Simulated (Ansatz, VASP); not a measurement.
## C in two plane-wave programs

Wanted: the spread between two codes on one cell, functional and k mesh. The cell is taken from a series of runs on this material, whose earlier steps may have relaxed, scaled, displaced or heated it; both programs get it as it stands.

Main program and level: Ansatz 0.2.0; plane waves, with VASP 6.6.1 beside it; single point at PBEsol and single point at LDA.

### Step 1. The structure

It takes space group Fd-3m (No. 227, cubic). The conventional cell has a = 3.574 Å, b = 3.574 Å, c = 3.574 Å, α = 90.00°, β = 90.00°, γ = 90.00°. Nearest to C lie 4 C at 1.55 Å.

### Step 2. Ansatz: single point, PBEsol

Ansatz runs on its default PAW (the set named soft_2) files.

A single point gives forces, pressure and levels at one fixed geometry, so differences don't come from the geometry; what else differs is listed under the comparison.

Contents of input.yaml:

```yaml
crystal:
  lattice:
    - [0.0, 1.78719357, 1.78719357]
    - [1.78719357, 0.0, 1.78719357]
    - [1.78719357, 1.78719357, 0.0]
  atoms:
    - { symbol: C, position: [0.0, 0.0, 0.0] }
    - { symbol: C, position: [0.25, 0.25, 0.25] }
hamiltonian:
  xc: pbesol
  pseudopotentials: { kind: paw }
kpoints:
  mp_grid: { grid: [10, 10, 10] }
scf:
  occupations: { method: gaussian, width: 0.03 }
  n_extra_bands: 4
output:
  forces: true
  stress: true
  eigenvalues: true
  write_density: true
  write_potential: true
  elf: true
  volumetric_format: npy
```

Started as:

```
$ ansatz run input.yaml --threads 2 --pin off --max-ram 4608MiB --backend cpu --events-out ev --progress --plain --runs-dir out
```

Numbers of over 12 decimals in the logs are rounded to 6 here.

What it wrote:

```text
scf.n_extra_bands = 4 over 4 filled bands (N_el = 8.0): the run solves 8 bands
Engine: ansatz 0.2.0, aarch64-unknown-linux-gnu
Pseudopotentials: kind: paw
Pseudopotential: C, paw, valence charge 4, recommended cutoff 420 eV (normal), C.paw.azcp
Functional definition: PBEsol
  exchange = pbesol_x
  correlation = pbesol_c
Crystal: 2 atoms, lattice volume = 11.417 Å³
Basis set: ecut = 420 eV, 229 PW (Γ), exchange–correlation on 36×36×36 points (8 copies of the dense FFT grid, shifted against one another)
Bands: 8, of which v1, the nominal top of the filled ones, is band 4 counted from 1 (3 counted from 0)
Symmetry: 48 space group operations
Space group: Fd-3m (ITA 227), of the structure as read, at distance tolerance 2.3e-5 Å
k-points: 47 of 1000
Non-local potential: C, projectors of the file, l = 0: 2, l = 1: 2, l = 2: 1
PAW form: soft (Blöchl's): semilocal exchange-correlation on the pseudo side does not see the compensation charge
PAW frozen core: C, regenerated for the run's functional, and the local potential with it (the file was generated under x = pbe(κ = 0.804, μ = 0.219515), c = pbe(β = 0.066725))
PAW one-centre angular grid: C, 110 points (default); XC on 64 Gauss nodes
Initial density: superposition of atomic densities (neutral atoms: chi_scale 0, normalization atom), corrected by the library's trained network
Initial wavefunctions: pseudopotential atomic-orbital guess
Functional: x = pbesol(κ = 0.804, μ = 0.123457), c = pbesol(β = 0.046)
SCF iter   1: F=—  HF=-493.331831 eV  |F-HF|=—  |Δ(HF+E_count)|=         —  Δρ=5.11e-3  dr2=2.47e-3  ethr=1.77e-3  ⟨swp⟩=5.0  Hψ=2455  notcnv=0
preconditioner: auto → none  [insulator: Δε(μ)=4.002 eV  Ē_g=19.486 eV  σ=0.030 eV  W_gap=1.00  n_scr=0 (ndim 8)  ℏωp=31.1 eV  f_vac=0.000  D(μ)=0.00/eV (n_scr^D=0)  ε∞_Penn≈3.5]
SCF iter   2: F=—  HF=-493.331215 eV  |F-HF|=—  |Δ(HF+E_count)|=   6.16e-4  Δρ=2.05e-3  dr2=3.92e-4  ethr=3.09e-5  ⟨swp⟩=1.3  Hψ=782  notcnv=0
SCF iter   3: F=—  HF=-493.331149 eV  |F-HF|=—  |Δ(HF+E_count)|=   6.61e-5  Δρ=2.02e-4  dr2=2.42e-6  ethr=4.90e-6  ⟨swp⟩=2.0  Hψ=564  notcnv=0
SCF iter   4: F=—  HF=-493.331149 eV  |F-HF|=—  |Δ(HF+E_count)|=   6.23e-7  Δρ=3.27e-5  dr2=7.96e-8  ethr=3.03e-8  ⟨swp⟩=2.0  Hψ=564  notcnv=0
iter 5 did not close the SCF: its close was put off for the readings that it lacked (scf_convergence_deferred on its scf_iter line)
SCF iter   5: F=-493.331149 eV  HF=-493.331149 eV  |F-HF|=2.49e-10  |Δ(HF+E_count)|=   3.10e-8  Δρ=3.73e-6  dr2=6.89e-10  ethr=9.95e-10  ⟨swp⟩=2.1  Hψ=568  notcnv=0
SCF iter   6: F=-493.331149 eV  HF=-493.331149 eV  |F-HF|=0.00e0  |Δ(HF+E_count)|=  1.50e-10  Δρ=4.25e-8  dr2=3.93e-14  ethr=8.61e-12  ⟨swp⟩=3.9  Hψ=1644  notcnv=0
SCF 1 converged in 6 iterations: F = -493.331149 eV  dr2 = 3.93e-14
  greatest PAW one-centre occupation: 0.640 electrons in one spin orbital (limit 2), on the C atom at site 1 (counted from 0), in its partial waves of l = 0
SCF converged after 6 iterations
Free energy (F): -493.331149 eV
Harris-Foulkes:  -493.331149 eV  (|F-HF|=0.00e0)
Internal energy: -493.331149 eV  (E = F + TS)
E sigma→0 (E₀):  -493.331149 eV
Fermi energy:    15.188312 eV
--- Per-component energies (eV) ---
  E_band       = 33.671373
  E_kinetic    = 183.472093
  E_local      = -122.095994  (includes V_loc(G=0)·N_el)
  E_nonlocal   = 53.291331
  E_hartree    = 26.394293
  E_xc         = -96.601305
  E_vxc        = -120.281125  (∫ρ·V_xc dr)
  E_paw        = -190.616862  (= ΣΔE_a)
  E_vpaw       = -13.503539  (= ΣTr[D̂ρ^β])
  E_aug_tail   = 0.000019  (compensation charges beyond the density's cutoff)
  E_ewald      = -347.216926
  E_core_change = 0.042201  (= ΣΔE_core)
  E_smearing   = -0.000000  (= −TS)
  E_closure    = 0.000000  (closes the sum)
  Σ components = -493.331149   (vs F -493.331149, Δ=0.00e0)
--- Forces (eV/Å), atoms counted from 1 ---
  atom   1  C      0.00000000    -0.00000000    -0.00000000
  atom   2  C      0.00000000     0.00000000     0.00000000
  max |Σ_I F_I| component: 1.30e-16 eV/Å
--- Stress (GPa, compression-positive) ---
       -7.562310       0.000000      -0.000000
        0.000000      -7.562310       0.000000
       -0.000000      -0.000000      -7.562310
  P = ⅓ Tr σ = -7.5623 GPa (-75.623 kbar)
--- Band table (eV; the first three rows and the last of 47) ---
  k-point 0: bands = ["-8.2611", "13.1749", "13.1749", "13.1749", "18.6970", "18.6970", "18.6970", "26.3418"]
  k-point 1: bands = ["-7.9848", "11.4951", "12.7247", "12.7247", "19.2826", "19.2826", "19.6346", "26.5730"]
  k-point 2: bands = ["-7.1610", "8.2906", "11.8489", "11.8489", "20.4070", "20.4070", "20.8218", "27.2122"]
  k-point 46: bands = ["1.1467", "1.1467", "5.0176", "5.0176", "22.3829", "22.3829", "26.5323", "26.5323"]
```

Reading the cycles: dr2 is the Hartree energy of the density residual (eV), the measure of convergence; HF is the Harris–Foulkes estimate of the energy, which meets the free energy F at convergence.

The run ends at a pressure of -7.56 GPa.

### Step 3. VASP: single point, PBEsol

The same cell, functional, mesh and smearing now go to VASP, with its own data sets and cutoff.

Lines of VASP's logs that name or quote its potential files are left out, and so is its time.

Contents of INCAR:

```
SYSTEM = C
PREC = Accurate
ENCUT = 670
EDIFF = 1E-06
NELM = 100
ISMEAR = 0
SIGMA = 0.03
LREAL = .FALSE.
ALGO = Normal
GGA = PS
NBANDS = 10
LORBIT = 11
LWAVE = .FALSE.
LCHARG = .FALSE.
KPAR = 2
ISIF = 2
```

Contents of POSCAR:

```
C
1.0
    0.0000000000      1.7871935700      1.7871935700
    1.7871935700      0.0000000000      1.7871935700
    1.7871935700      1.7871935700      0.0000000000
C
2
Direct
    0.0000000000      0.0000000000      0.0000000000
    0.2500000000      0.2500000000      0.2500000000
```

Contents of KPOINTS:

```
Automatic mesh
0
Gamma
10 10 10
0 0 0
```

The projector-augmented-wave data sets are C_GW (PBE family, release 64).

Started as:

```
$ mpirun -np 2 vasp_std
```

What it wrote:

```text
[banner, memory and clock lines left out]
running    2 mpi-ranks, on    1 nodes
 distrk:  each k-point on    1 cores,    2 groups
 distr:  one band on    1 cores,    1 groups

 POSCAR found type information on POSCAR C
 POSCAR found :  1 types and       2 ions
|                                                                             |
|               ----> ADVICE to this user running VASP <----                  |
|                                                                             |
|     You enforced a specific xc type in the INCAR file but a different       |
|     [... a line on the potential file left out ...]
|     I HOPE YOU KNOW WHAT YOU ARE DOING!                                     |
|                                                                             |

 LDA part: xc-table for (Slater+PW92), standard interpolation
 POSCAR, INCAR and KPOINTS ok, starting setup
 FFT: planning ... GRIDC
 FFT: planning ... GRID_SOFT
 FFT: planning ... GRID
 WAVECAR not read
 entering main loop
       N       E                     dE             d eps       ncg     rms          rms(c)
DAV:   1     0.315433264251E+02    0.31543E+02   -0.56784E+03   940   0.101E+03
DAV:   2    -0.185083323362E+02   -0.50052E+02   -0.46758E+02  1200   0.263E+02
DAV:   3    -0.199314757566E+02   -0.14231E+01   -0.14176E+01  1228   0.370E+01
DAV:   4    -0.199393813056E+02   -0.79055E-02   -0.79028E-02  1098   0.252E+00
DAV:   5    -0.199394306618E+02   -0.49356E-04   -0.49355E-04  1204   0.194E-01    0.464E+00
DAV:   6    -0.194488944500E+02    0.49054E+00   -0.26304E-01  1344   0.505E+00    0.252E+00
DAV:   7    -0.192755545973E+02    0.17334E+00   -0.30161E-01  1390   0.513E+00    0.336E-01
DAV:   8    -0.192758075005E+02   -0.25290E-03   -0.51696E-03  1036   0.891E-01    0.342E-02
DAV:   9    -0.192758342831E+02   -0.26783E-04   -0.26719E-05  1298   0.743E-02    0.152E-02
DAV:  10    -0.192758413983E+02   -0.71153E-05   -0.40131E-06  1048   0.215E-02    0.144E-03
DAV:  11    -0.192758413936E+02    0.47588E-08   -0.67107E-08   616   0.325E-03
   1 F= -.19275841E+02 E0= -.19275841E+02  d E =-.903740E-26
```

Parts of OUTCAR (step 3):

```text
ion  position               nearest neighbor table
   1  0.000  0.000  0.000-   2 1.55   2 1.55   2 1.55   2 1.55
   2  0.250  0.250  0.250-   1 1.55   1 1.55   1 1.55   1 1.55

  LATTYP: Found a face centered cubic cell.
 ALAT       =     3.5743871400

 Subroutine GETGRP returns: Found 48 space group operations
 (whereof 24 operations were pure point group operations)

The static configuration has the point symmetry T_d .
 The point group associated with its full space group is O_h .

 Found     47 irreducible k-points:

   k-points           NKPTS =     47   k-points in BZ     NKDIM =     47   number of bands    NBANDS=     10

   dimension x,y,z NGX =    24 NGY =   24 NGZ =   24
   dimension x,y,z NGXF=    48 NGYF=   48 NGZF=   48

   ENCUT  =  670.0 eV  49.24 Ry    7.02 a.u.   5.33  5.33  5.33*2*pi/ulx,y,z

   NELECT =       8.0000    total number of electrons

 k-points in reciprocal lattice and weights: Automatic mesh
   0.00000000  0.00000000  0.00000000       0.001
   0.10000000  0.00000000  0.00000000       0.008
   0.20000000  0.00000000  0.00000000       0.008
   0.30000000  0.00000000  0.00000000       0.008
   0.40000000  0.00000000  0.00000000       0.008
   0.50000000  0.00000000  0.00000000       0.004
   0.10000000  0.10000000  0.00000000       0.006
   0.20000000  0.10000000  0.00000000       0.024
   0.30000000  0.10000000  0.00000000       0.024
[...]
-0.30000000  0.40000000  0.20000000       0.024
  -0.30000000  0.50000000  0.20000000       0.012

 average (electrostatic) potential at core
       1 -45.6190       2 -45.6190

 E-fermi :   9.8566

 k-point     1 :       0.0000    0.0000    0.0000
  band No.  band energies     occupation
      1     -11.7873      2.00000
      2       9.6443      2.00000
      3       9.6443      2.00000
      4       9.6443      2.00000
      5      15.1689      0.00000
      6      15.1689      0.00000
      7      15.1689      0.00000
      8      22.8651      0.00000
      9      28.5268      0.00000
    ...

 k-point     2 :       0.1000    0.0000    0.0000
  band No.  band energies     occupation
      1     -11.5112      2.00000
      2       7.9654      2.00000
      3       9.1970      2.00000
      4       9.1970      2.00000
      5      15.7553      0.00000
      6      15.7553      0.00000
      7      16.1084      0.00000
      8      23.0946      0.00000
      9      28.9795      0.00000
    ...

 k-point     3 :       0.2000    0.0000    0.0000
  band No.  band energies     occupation
      1     -10.6881      2.00000
      2       4.7601      2.00000
      3       8.3212      2.00000
      4       8.3212      2.00000
      5      16.8810      0.00000
      6      16.8810      0.00000
      7      17.3014      0.00000
      8      23.7264      0.00000
      9      29.7623      0.00000
    ...

  Total       -0.5391956     -0.5391956     -0.5391956     -0.0000000      0.0000000      0.0000000
  in kB      -75.6679804    -75.6679804    -75.6679804     -0.0000000      0.0000000      0.0000000
  external PRESSURE =     -75.6679804 kB  Pullay stress =       0.0000000 kB

  energy-cutoff  :      670.00
  volume of cell :       11.42
      direct lattice vectors                 reciprocal lattice vectors
     0.000000000  1.787193570  1.787193570    -0.279768240  0.279768240  0.279768240
     1.787193570  0.000000000  1.787193570     0.279768240 -0.279768240  0.279768240
     1.787193570  1.787193570  0.000000000     0.279768240  0.279768240 -0.279768240

 POSITION                                       TOTAL-FORCE (eV/Angst)
 -----------------------------------------------------------------------------------
      0.00000      0.00000      0.00000         0.000000      0.000000     -0.000000
      0.89360      0.89360      0.89360        -0.000000     -0.000000      0.000000
 -----------------------------------------------------------------------------------
    total drift:                               -0.000000      0.000000      0.000000

  FREE ENERGIE OF THE ION-ELECTRON SYSTEM (eV)
  ---------------------------------------------------
  free  energy   TOTEN  =       -19.2758413936 eV

  energy  without entropy=      -19.2758413936  energy(sigma->0) =      -19.27584139

 total charge
# of ion       s       p       d       tot
------------------------------------------
    1        0.792   1.692   0.000   2.484
    2        0.792   1.692   0.000   2.484
--------------------------------------------------
tot          1.584   3.384   0.000   4.969

[... 3 further parts left out ...]
```

The run ends at a pressure of -7.57 GPa.

### Step 4. Side by side

Known differences besides the potentials themselves: the cutoff is 420 eV in Ansatz and 670 eV in VASP; Ansatz makes its cores anew for this functional, VASP keeps those of its PBE data sets; VASP leaves aspherical gradient terms in its spheres out (LASPH is not set), Ansatz keeps them. Total energies have different zeros and are not compared.

The two programs side by side:

| quantity | Ansatz | VASP | difference |
| --- | --- | --- | --- |
| pressure (GPa) | -7.56 | -7.57 | 0.00 |
| pressure without Ansatz's Pulay correction (GPa) | -8.59 | -7.57 | -1.02 |
| gap on the k mesh (eV) | 4.027 | 4.027 | 0.000 |

A gap on the mesh is an upper bound, since the band edges may lie between its points. Ansatz's pressure holds a Pulay correction of 1.02 GPa; VASP's holds none.

### Step 5. Further runs

Further runs change the set-up of one program: Ansatz's method, potentials or start, or VASP's data sets, cutoff or form of LDA. The table gives Ansatz less VASP for each quantity, since a change that brings one quantity closer may part another.

| run | pressure (GPa) | gap on the k mesh (eV) | pressure without Ansatz's Pulay correction (GPa) |
| --- | --- | --- | --- |
| as above | 0.0045 | 3.7e-4 | -1.0 |
| VASP with the data sets C_h and a cutoff of 1190 eV | -0.17 | 0.0016 | -1.2 |

(Part 1 of 2 ends here.)

[Lines on the potential files, build, host, timing and source positions are cut from VASP's logs without a mark.]

[Logs are printed without paths, hosts, clocks, repeated set-up lines and the standing remarks that a program may print on its own settings, such as how far it seeks lower states.]

[Hosts, paths, dates, database ids (printed as entryN), source tags and the programs' standing remarks are cut or masked in the printed files.]
